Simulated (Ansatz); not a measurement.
Relaxed (111) slab cut from Fe (space group Fm-3m (No. 225)); the slab's formula is Fe, its outer planes Fe (top) and Fe (bottom):

```
CELL_PARAMETERS angstrom
2.40856 0.00000 0.00000
-1.20428 2.08587 0.00000
0.00000 0.00000 24.83290
ATOMIC_POSITIONS crystal
Fe 0.66667 0.33333 0.30177
Fe 0.33333 0.66667 0.38044
Fe 0.00000 0.00000 0.46055
Fe 0.66667 0.33333 0.53945
Fe 0.33333 0.66667 0.61956
Fe 0.00000 0.00000 0.69823
```

Level of theory: DFT PBEsol, scalar-relativistic, plane waves, PAW (Ansatz). Settings: cutoff 420 eV, Γ-centred mesh 15×15×1 on the computed 6-atom cell, Gaussian smearing of 0.10 eV; collinear spin from starting moments 0.23 0.23 0.23 0.23 0.23 0.23 μB. A dipole correction removes the field between periodic images along c.

The potential is the smooth part; its values at the atoms depend on the PAW datasets. The run ends with site moments 1.4 -0.9 0.3 0.3 -0.9 1.4 μB.

(1) How does the plane-averaged electrostatic potential energy of an electron run along c, counted from the Fermi level?

Answers

(1) (z (Å), V (eV)): (2.76, 5.29), (3.04, 5.29), (3.31, 5.29), (3.59, 5.29), (3.86, 5.29), (4.14, 5.28), (4.41, 5.27), (4.69, 5.25), (4.97, 5.21), (5.24, 5.11), (5.52, 4.92), (5.79, 4.53), (6.07, 3.75), (6.35, 2.21), (6.62, -1.18), (6.90, -8.86), (7.17, -17.00), (7.45, -20.85), (7.73, -18.88), (8.00, -11.92), (8.28, -4.25), (8.55, -2.64), (8.83, -8.68), (9.11, -16.78), (9.38, -20.99), (9.66, -19.43), (9.93, -12.65), (10.21, -4.56), (10.49, -1.84), (10.76, -6.70), (11.04, -15.04), (11.31, -20.45), (11.59, -20.14), (11.86, -14.25), (12.14, -5.99), (12.42, -2.00), (12.69, -5.99), (12.97, -14.25), (13.24, -20.14), (13.52, -20.45), (13.80, -15.04), (14.07, -6.70), (14.35, -1.84), (14.62, -4.56), (14.90, -12.65), (15.18, -19.43), (15.45, -20.99), (15.73, -16.78), (16.00, -8.68), (16.28, -2.64), (16.56, -4.25), (16.83, -11.92), (17.11, -18.88), (17.38, -20.85), (17.66, -17.00), (17.93, -8.86), (18.21, -1.18), (18.49, 2.21), (18.76, 3.75), (19.04, 4.53), (19.31, 4.92), (19.59, 5.11), (19.87, 5.21), (20.14, 5.25), (20.42, 5.27), (20.69, 5.28), (20.97, 5.29), (21.25, 5.29), (21.52, 5.29), (21.80, 5.29), (22.07, 5.29)

The vacuum level lies 5.30 eV above the Fermi level.

The reference crystal is the fcc form of Fe, which isn't its usual structure.